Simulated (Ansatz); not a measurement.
**Structure search: one H₂Os candidate**

All numbers below come from Ansatz 0.2.0, DFT PBE, scalar-relativistic, plane waves, PAW. Cutoff 420 eV, Gaussian smearing, Γ-centred meshes. Cell and atoms relax first on a coarse mesh and then on a finer one. In between, the cell is made exact in the group found at 0.06 Å. In metals the finer mesh still leaves noise of several meV/atom or more. The steps can't lower the symmetry of their start. No spin polarisation in the relaxation; trial moments died out in a coarse test.

The guess for H₂Os was made by a generator: random cell by space group and Wyckoff sites (Cmmm, No. 65). Its size is a rough estimate.

```cif
data_structure
_symmetry_space_group_name_H-M 'Cmmm'
_symmetry_Int_Tables_number 65
_cell_length_a 4.1406
_cell_length_b 4.2209
_cell_length_c 5.0600
_cell_angle_alpha 90.000
_cell_angle_beta 90.000
_cell_angle_gamma 90.000
_cell_volume 88.43
loop_
_atom_site_label
_atom_site_type_symbol
_atom_site_symmetry_multiplicity
_atom_site_Wyckoff_symbol
_atom_site_fract_x
_atom_site_fract_y
_atom_site_fract_z
_atom_site_occupancy
H1 H 4 j 0.50000 0.67619 0.50000 1
Os1 Os 2 c 0.50000 0.00000 0.50000 1
```

Energies over the elements count from the elements' standard structures at the same level (H₂ as a molecule), with no fitted energy shifts.

Question: Where does the relaxation end?

Answer: The symmetry stays Cmmm (No. 65). The volume per atom shrinks by 48.3 %, from 14.7 to 7.6 Å³. The shortest distance goes from 1.37 Å (H–Os) to 1.34 Å (H–H). The energy falls by about 1.6 eV/atom (the start's value is from the coarse mesh). Conventional cell: a = 3.672 Å, b = 4.867 Å, c = 2.557 Å. Around H lie 1 H at 1.34 Å, 1 Os at 1.76 Å and 2 Os at 1.95 Å; Os has 2 H at 1.76 Å, 4 H at 1.95 Å and 2 Os at 2.56 Å.

```
H Os
1.0
     1.83594   -2.43344    0.00000
     1.83594    2.43344    0.00000
     0.00000    0.00000    2.55670
H Os
2 1
Direct
  0.86258 0.13742 0.50000
  0.13742 0.86258 0.50000
  0.50000 0.50000 0.50000
```

Question: Give its energy and gap.

Answer:

| Quantity | Value |
| --- | --- |
| Formation energy | +0.71 eV/atom |
| Gap on the 16×16×18 mesh of the 3-atom cell | 0 eV (a metal) |

It can't be a ground state, since the elements alone are lower.

The last run used Gaussian smearing of 0.10 eV. These runs have no spin–orbit coupling, which can matter for Os. With hydrogen, zero-point motion can shift formation energies by some tens of meV/atom. A structure relaxed within its symmetry needn't be a true minimum.
